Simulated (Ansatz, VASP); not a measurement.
One calculation of GaP, two programs

```
Ga P
1.0
     0.00000    2.71922    2.71922
     2.71922    0.00000    2.71922
     2.71922    2.71922    0.00000
Ga P
1 1
Cartesian
  0.0000 0.0000 0.0000
  1.3596 1.3596 1.3596
```

Alike in both runs: functional PBEsol; k mesh 8 × 8 × 8; occupations gaussian, width 0.02 eV; no spin polarisation.

Ansatz relaxed the structure, and its values are those at the end. VASP's run is a single point on that final structure, the one shown.

```csv
,VASP,Ansatz
version,VASP 6.6.1,Ansatz 0.2.0
potentials or method,"VASP PAW PBE potentials, release 64 (Ga_d, P)","scalar-relativistic, plane waves, PAW"
plane-wave cutoff (eV),520,420
valence electrons in the cell,18,18
```

Ansatz gave:

```
gap on the k mesh at the Fermi level (eV) : 1.50
least direct gap on the mesh (eV)         : 1.80
pressure (GPa)                            : 0.0
```

Q: What did VASP give for the same quantities?

A: gap on the k mesh at the Fermi level (eV): 1.50; least direct gap on the mesh (eV): 1.80; pressure (GPa): -0.1.

The functional is the same, so the differences come from potentials, cutoffs and numerics.

Caveats: the PAW data sets were made with another functional, which shifts forces and pressure a little (VASP). A k mesh can miss the band edges.
